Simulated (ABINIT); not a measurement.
# ZnS (F-43m) in ABINIT: further runs

One crystal, ZnS, is run at these levels: PBE; tasks: equation of state.

All numbers are computed with ABINIT 10.8.3 (patched build); they aren't measurements. Logs are shortened: lines on timing, memory, paths and dates and some standing lists are left out, and cuts for length are marked. The log counts tension as positive stress, the text compression.

**Measured values to compare with.**

“Electronic, vibrational, and thermodynamic properties of ZnS (zincblende and rocksalt structure)”, 2009, arxiv:0911.5022 quotes, for a bulk crystal of ZnS: bulk modulus 76.9 GPa.

The runs below are set against these values where they give the same quantity.

## 1. Starting point

Symmetry: F-43m, No. 216, cubic system. The conventional cell has a = 5.404 Å, b = 5.404 Å, c = 5.404 Å, α = 90.00°, β = 90.00°, γ = 90.00°. Around Zn (site symmetry -43m) lie 4 S at 2.34 Å. S (site symmetry -43m) is surrounded by 4 Zn at 2.34 Å.

## 2. Equation of state, PBE

Input file run.abi:

```
ndtset 7
getwfk -1
scalecart1 3*0.9795861087
scalecart2 3*0.9864848297
scalecart3 3*0.9932883884
scalecart4 3*1.0000000000
scalecart5 3*1.0066227096
scalecart6 3*1.0131594038
scalecart7 3*1.0196128224

pp_dirpath "./"
pseudos "Zn.upf, S.upf"

acell 3.8212050455 3.8212050455 3.8212050455 Angstrom
rprim
     0.0000000000     0.7071067812     0.7071067812
     0.7071067812     0.0000000000     0.7071067812
     0.7071067812     0.7071067812     0.0000000000
ntypat 2
znucl 30 16
natom 2
typat 1 2
xred
     0.7500000000     0.7500000000     0.7500000000
     0.0000000000     0.0000000000     0.0000000000

ecut 42.0

kptopt 1
ngkpt 9 9 9
nshiftk 1
shiftk 0.0 0.0 0.0

ixc 11

nband 17
occopt 3
tsmear 0.05 eV

nstep 100
tolvrs 1.0e-10

iomode 3
prtwf 1
prtden 0
prteig 0
prtebands 0
enunit 1
```

Potentials or basis: PseudoDojo NC SR PBE v0.5 stringent.

Run with:

```console
$ abinit run.abi > log 2>&1
```

run.abo:

```text
.Version 10.8.3 of ABINIT
 DATASET    1 : space group F-4 3 m (#216); Bravais cF (face-center cubic)
================================================================================
 Values of the parameters that define the memory need for DATASET  1.
     intxc =       0    ionmov =       0      iscf =       7    lmnmax =       6
     lnmax =       6     mgfft =      45  mpssoang =       3    mqgrid =    3001
     natom =       2  nloc_mem =       1    nspden =       1   nspinor =       1
    nsppol =       1      nsym =      24    n1xccc =    2501    ntypat =       2
    occopt =       3   xclevel =       2
       mpw =        3278          nfft =       91125          nkpt =          35
================================================================================
================================================================================
[... 61 lines left out ...]
 DATASET    7 : space group F-4 3 m (#216); Bravais cF (face-center cubic)
================================================================================
 Values of the parameters that define the memory need for DATASET  7.
     intxc =       0    ionmov =       0      iscf =       7    lmnmax =       6
     lnmax =       6     mgfft =      45  mpssoang =       3    mqgrid =    3001
     natom =       2  nloc_mem =       1    nspden =       1   nspinor =       1
    nsppol =       1      nsym =      24    n1xccc =    2501    ntypat =       2
    occopt =       3   xclevel =       2
       mpw =        3685          nfft =       91125          nkpt =          35
================================================================================
================================================================================

--------------------------------------------------------------------------------
------------- Echo of variables that govern the present computation ------------
--------------------------------------------------------------------------------
 -outvars: echo values of preprocessed input variables --------
            acell      7.2210310069E+00  7.2210310069E+00  7.2210310069E+00 Bohr
              amu      6.53900000E+01  3.20660000E+01
             ecut      4.20000000E+01 Hartree
           enunit           1
           getwfk          -1
              ixc          11
           jdtset        1    2    3    4    5    6    7
         kptrlatt        9    0    0      0    9    0      0    0    9
          kptrlen1     6.36625950E+01
          kptrlen2     6.41109379E+01
          kptrlen3     6.45530963E+01
          kptrlen4     6.49892791E+01
          kptrlen5     6.54196842E+01
          kptrlen6     6.58444992E+01
          kptrlen7     6.62639023E+01
            natom           2
            nband          17
           ndtset           7
            ngfft          45      45      45
             nkpt          35
            nstep         100
             nsym          24
           ntypat           2
           occopt           3
           prtden           0
        prtebands           0
           prteig           0
            rprim1     0.0000000000E+00  6.9267198023E-01  6.9267198023E-01
                       6.9267198023E-01  0.0000000000E+00  6.9267198023E-01
                       6.9267198023E-01  6.9267198023E-01  0.0000000000E+00
            rprim2     0.0000000000E+00  6.9755011263E-01  6.9755011263E-01
                       6.9755011263E-01  0.0000000000E+00  6.9755011263E-01
                       6.9755011263E-01  6.9755011263E-01  0.0000000000E+00
            rprim3     0.0000000000E+00  7.0236095512E-01  7.0236095512E-01
                       7.0236095512E-01  0.0000000000E+00  7.0236095512E-01
                       7.0236095512E-01  7.0236095512E-01  0.0000000000E+00
            rprim4     0.0000000000E+00  7.0710678120E-01  7.0710678120E-01
                       7.0710678120E-01  0.0000000000E+00  7.0710678120E-01
                       7.0710678120E-01  7.0710678120E-01  0.0000000000E+00
            rprim5     0.0000000000E+00  7.1178974407E-01  7.1178974407E-01
                       7.1178974407E-01  0.0000000000E+00  7.1178974407E-01
                       7.1178974407E-01  7.1178974407E-01  0.0000000000E+00
            rprim6     0.0000000000E+00  7.1641188486E-01  7.1641188486E-01
                       7.1641188486E-01  0.0000000000E+00  7.1641188486E-01
                       7.1641188486E-01  7.1641188486E-01  0.0000000000E+00
            rprim7     0.0000000000E+00  7.2097514092E-01  7.2097514092E-01
                       7.2097514092E-01  0.0000000000E+00  7.2097514092E-01
                       7.2097514092E-01  7.2097514092E-01  0.0000000000E+00
          spgroup         216
           tolvrs      1.00000000E-10
           tsmear      1.83746611E-03 Hartree
            typat      1  2
           xangst1     3.9702624986E+00  3.9702624986E+00  3.9702624986E+00
                       0.0000000000E+00  0.0000000000E+00  0.0000000000E+00
           xangst2     3.9982230148E+00  3.9982230148E+00  3.9982230148E+00
                       0.0000000000E+00  0.0000000000E+00  0.0000000000E+00
           xangst3     4.0257978382E+00  4.0257978382E+00  4.0257978382E+00
                       0.0000000000E+00  0.0000000000E+00  0.0000000000E+00
           xangst4     4.0530000000E+00  4.0530000000E+00  4.0530000000E+00
                       0.0000000000E+00  0.0000000000E+00  0.0000000000E+00
           xangst5     4.0798418421E+00  4.0798418421E+00  4.0798418421E+00
                       0.0000000000E+00  0.0000000000E+00  0.0000000000E+00
           xangst6     4.1063350636E+00  4.1063350636E+00  4.1063350636E+00
                       0.0000000000E+00  0.0000000000E+00  0.0000000000E+00
           xangst7     4.1324907692E+00  4.1324907692E+00  4.1324907692E+00
                       0.0000000000E+00  0.0000000000E+00  0.0000000000E+00
            xcart1     7.5027087703E+00  7.5027087703E+00  7.5027087703E+00
                       0.0000000000E+00  0.0000000000E+00  0.0000000000E+00
            xcart2     7.5555464883E+00  7.5555464883E+00  7.5555464883E+00
                       0.0000000000E+00  0.0000000000E+00  0.0000000000E+00
            xcart3     7.6076553525E+00  7.6076553525E+00  7.6076553525E+00
                       0.0000000000E+00  0.0000000000E+00  0.0000000000E+00
            xcart4     7.6590599884E+00  7.6590599884E+00  7.6590599884E+00
                       0.0000000000E+00  0.0000000000E+00  0.0000000000E+00
            xcart5     7.7097837185E+00  7.7097837185E+00  7.7097837185E+00
                       0.0000000000E+00  0.0000000000E+00  0.0000000000E+00
            xcart6     7.7598486515E+00  7.7598486515E+00  7.7598486515E+00
                       0.0000000000E+00  0.0000000000E+00  0.0000000000E+00
            xcart7     7.8092757717E+00  7.8092757717E+00  7.8092757717E+00
                       0.0000000000E+00  0.0000000000E+00  0.0000000000E+00
             xred      7.5000000000E-01  7.5000000000E-01  7.5000000000E-01
                       0.0000000000E+00  0.0000000000E+00  0.0000000000E+00
            znucl       30.00000   16.00000

================================================================================

 chkinp: Checking input parameters for consistency, jdtset=   1.

 chkinp: Checking input parameters for consistency, jdtset=   2.
[... 33 lines left out ...]
 getcut: wavevector=  0.0000  0.0000  0.0000  ngfft=  45  45  45
         ecut(hartree)=     42.000   => boxcut(ratio)=   2.13217

--- Pseudopotential description ------------------------------------------------
- pspini: atom type   1  psp file is ./Zn.upf
12 -101130 2 -1 1326                          pspcod,pspxc,lmax,lloc,mmax
     nproj     2     2     2

- pspini: atom type   2  psp file is ./S.upf
12 -101130 2 -1 1148                          pspcod,pspxc,lmax,lloc,mmax
     nproj     2     2     2

   9.28809254E+02                                ecore*ucvol(ha*bohr**3)
--------------------------------------------------------------------------------

================================================================================

--- !BeginCycle
iteration_state: {dtset: 1, }
solver: {iscf: 7, nstep: 100, nline: 4, wfoptalg: 0, }
tolerances: {tolvrs: 1.00E-10, }
...
[... 1025 lines left out ...]
-Cartesian components of stress tensor (GPa)         [Pressure= -2.3496E+00 GPa]
- sigma(1 1)=  2.34960785E+00  sigma(3 2)=  0.00000000E+00
- sigma(2 2)=  2.34960785E+00  sigma(3 1)=  0.00000000E+00
- sigma(3 3)=  2.34960785E+00  sigma(2 1)=  0.00000000E+00

== END DATASET(S) ==============================================================
================================================================================

 -outvars: echo values of variables after computation  --------
            acell      7.2210310069E+00  7.2210310069E+00  7.2210310069E+00 Bohr
           etotal1    -2.2010368936E+02
           etotal2    -2.2010477093E+02
           etotal3    -2.2010550910E+02
           etotal4    -2.2010593886E+02
           etotal5    -2.2010609107E+02
           etotal6    -2.2010599422E+02
           etotal7    -2.2010567385E+02
            fcart1     1.0745663597E-28  1.0745663597E-28 -3.2236990792E-28
                      -1.0745663597E-28 -1.0745663597E-28  3.2236990792E-28
            fcart2     1.6705309805E-30  1.6705309805E-30 -5.0115929416E-30
                      -1.6705309805E-30 -1.6705309805E-30  5.0115929416E-30
            fcart3    -2.0904516717E-28 -2.0904516717E-28  6.2713550150E-28
                       2.0904516717E-28  2.0904516717E-28 -6.2713550150E-28
            fcart4     3.2959069397E-30  3.2959069397E-30 -9.8877208190E-30
                      -3.2959069397E-30 -3.2959069397E-30  9.8877208190E-30
            fcart5    -1.6371113567E-30 -1.6371113567E-30  4.9113340702E-30
                       1.6371113567E-30  1.6371113567E-30 -4.9113340702E-30
[... 38 lines left out ...]
                       0.0000000000E+00  0.0000000000E+00  0.0000000000E+00
           xangst1     3.9702624986E+00  3.9702624986E+00  3.9702624986E+00
                       0.0000000000E+00  0.0000000000E+00  0.0000000000E+00
           xangst2     3.9982230148E+00  3.9982230148E+00  3.9982230148E+00
                       0.0000000000E+00  0.0000000000E+00  0.0000000000E+00
           xangst3     4.0257978382E+00  4.0257978382E+00  4.0257978382E+00
                       0.0000000000E+00  0.0000000000E+00  0.0000000000E+00
           xangst4     4.0530000000E+00  4.0530000000E+00  4.0530000000E+00
                       0.0000000000E+00  0.0000000000E+00  0.0000000000E+00
           xangst5     4.0798418421E+00  4.0798418421E+00  4.0798418421E+00
                       0.0000000000E+00  0.0000000000E+00  0.0000000000E+00
           xangst6     4.1063350636E+00  4.1063350636E+00  4.1063350636E+00
                       0.0000000000E+00  0.0000000000E+00  0.0000000000E+00
           xangst7     4.1324907692E+00  4.1324907692E+00  4.1324907692E+00
                       0.0000000000E+00  0.0000000000E+00  0.0000000000E+00
             xred      7.5000000000E-01  7.5000000000E-01  7.5000000000E-01
                       0.0000000000E+00  0.0000000000E+00  0.0000000000E+00
 Calculation completed.
```

Run time: 9.1 min. Hardware: 1 thread of Arm Neoverse V1, shared host; peak memory 0.13 GiB.

What came out:

| Item | Value |
| --- | --- |
| Equilibrium volume | 20.16 Å³/atom |
| Bulk modulus | 70 GPa |
| Pressure derivative of the bulk modulus | 4.4 |

Energy against volume, from the lowest point:
```csv
volume (Å³/atom),energy (meV/atom)
18.543,32.68
18.938,17.96
19.332,7.92
19.727,2.07
20.121,0.00
20.516,1.32
20.910,5.68
```

Caveat: pressures at fixed basis lie under the slope of the energies. PBE usually gives volumes a little too large and moduli too small.

## 3. Equation of state, PBE

run.abi, as its differences from that of step 2:

```diff
@@ -11,3 +11,3 @@
 pp_dirpath "./"
-pseudos "Zn.upf, S.upf"
+pseudos "Zn_ONCV_PBE-1.2.upf, S_ONCV_PBE-1.2.upf"
 
@@ -26,3 +26,3 @@
 
-ecut 42.0
+ecut 35.0
```

Potentials or basis: SG15 NC PBE v1.2.

Run with:

```console
$ abinit run.abi > log 2>&1
```

Run time: 5.8 min. Hardware: 1 thread of Arm Neoverse V1, shared host; peak memory 0.1 GiB.

The run converged. Its results:

| Item | Value |
| --- | --- |
| Equilibrium volume | 20.20 Å³/atom |
| Bulk modulus | 70 GPa |
| Pressure derivative of the bulk modulus | 4.4 |

Energy against volume, from the lowest point:
| volume (Å³/atom) | energy (meV/atom) |
| --- | --- |
| 18.543 | 34.42 |
| 18.938 | 19.20 |
| 19.332 | 8.70 |
| 19.727 | 2.45 |
| 20.121 | 0.00 |
| 20.516 | 0.98 |
| 20.910 | 5.04 |

Caveat: pressures at fixed basis lie under the slope of the energies. PBE usually gives volumes a little too large and moduli too small.

## 4. Equation of state, PBE

run.abi, as its differences from that of step 3:

```diff
@@ -11,3 +11,3 @@
 pp_dirpath "./"
-pseudos "Zn_ONCV_PBE-1.2.upf, S_ONCV_PBE-1.2.upf"
+pseudos "30_Zn_20_1.9_2.3_pbe_n_v1.0.psp8, 16_S_6_1.8_1.9_pbe_n_v1.0.psp8"
 
@@ -26,3 +26,3 @@
 
-ecut 35.0
+ecut 30.0
```

Potentials or basis: SPMS NC PBE v1.0.

Run with:

```console
$ abinit run.abi > log 2>&1
```

Run time: 4.9 min. Hardware: 1 thread of Arm Neoverse V1, shared host; peak memory 0.12 GiB.

The run converged. Its results:

* Equilibrium volume: 20.22 Å³/atom
* Bulk modulus: 70 GPa
* Pressure derivative of the bulk modulus: 4.4

Energy against volume, from the lowest point:
```tsv
volume (Å³/atom)	energy (meV/atom)
18.543	35.19
18.938	19.75
19.332	9.05
19.727	2.61
20.121	0.00
20.516	0.85
20.910	4.77
```

Caveat: pressures at fixed basis lie under the slope of the energies. PBE usually gives volumes a little too large and moduli too small.

## 5. Equation of state, PBE

run.abi, as its differences from that of step 4:

```diff
@@ -11,3 +11,3 @@
 pp_dirpath "./"
-pseudos "30_Zn_20_1.9_2.3_pbe_n_v1.0.psp8, 16_S_6_1.8_1.9_pbe_n_v1.0.psp8"
+pseudos "Zn.GGA_PBE-JTH.xml, S.GGA_PBE-JTH.xml"
 
@@ -26,3 +26,5 @@
 
-ecut 30.0
+ecut 22.0
+pawecutdg 44.0
+pawxcdev 0
 
@@ -35,3 +37,3 @@
 
-nband 17
+nband 13
 occopt 3
@@ -40,3 +42,3 @@
 nstep 100
-tolvrs 1.0e-10
+tolvrs 1.0e-9
```

Potentials or basis: JTH PAW PBE v2.0.

Run with:

```console
$ abinit run.abi > log 2>&1
```

Run time: 5.2 min. Hardware: 1 thread of Arm Neoverse V1, shared host; peak memory 0.15 GiB.

It converged, with:

| Property | Result |
| --- | --- |
| Equilibrium volume | 20.15 Å³/atom |
| Bulk modulus | 70 GPa |
| Pressure derivative of the bulk modulus | 4.4 |

Energy against volume, from the lowest point:
| volume (Å³/atom) | energy (meV/atom) |
| --- | --- |
| 18.543 | 32.40 |
| 18.938 | 17.73 |
| 19.332 | 7.74 |
| 19.727 | 1.98 |
| 20.121 | 0.00 |
| 20.516 | 1.43 |
| 20.910 | 5.92 |

Caveat: pressures at fixed basis lie under the slope of the energies.

## 6. Overview

```tsv
potentials or basis	cutoff (eV)	fine-grid cutoff	V0 of scaled cells (Å³/atom)	B0 (GPa)
PseudoDojo NC SR PBE v0.5 stringent	1143	-	20.16	70
SG15 NC PBE v1.2	952	-	20.20	70
SPMS NC PBE v1.0	816	-	20.22	70
JTH PAW PBE v2.0	599	1197.3 eV	20.15	70
```

Alike in all rows: task equation of state; level PBE; no spin polarisation; cell as given; k mesh 9 × 9 × 9; smearing fermi-dirac 0.05 eV.

Caveats: pressures at fixed basis lie under the slope of the energies.

Total energies depend on the potentials used, so only differences within one code and one set of settings carry meaning.

## 7. Against experiment

Step 2. Against the measured bulk modulus of ZnS, 76.9 GPa (quoted in “Electronic, vibrational, and thermodynamic properties of ZnS (zincblende and rocksalt structure)”, 2009, arxiv:0911.5022), the calculated 70 GPa is off by -9.6 %. The fit is for a static lattice scaled at fixed shape and fixed fractional positions.

Step 3. Measured bulk modulus of ZnS: 76.9 GPa (quoted in “Electronic, vibrational, and thermodynamic properties of ZnS (zincblende and rocksalt structure)”, 2009, arxiv:0911.5022). This calculation gives 70 GPa (-9.4 %). The fit is for a static lattice scaled at fixed shape and fixed fractional positions.

Step 4. Against the measured bulk modulus of ZnS, 76.9 GPa (quoted in “Electronic, vibrational, and thermodynamic properties of ZnS (zincblende and rocksalt structure)”, 2009, arxiv:0911.5022), the calculated 70 GPa is off by -9.3 %. The fit is for a static lattice scaled at fixed shape and fixed fractional positions.

Step 5. Measured bulk modulus of ZnS: 76.9 GPa (quoted in “Electronic, vibrational, and thermodynamic properties of ZnS (zincblende and rocksalt structure)”, 2009, arxiv:0911.5022). This calculation gives 70 GPa (-8.8 %). The fit is for a static lattice scaled at fixed shape and fixed fractional positions.
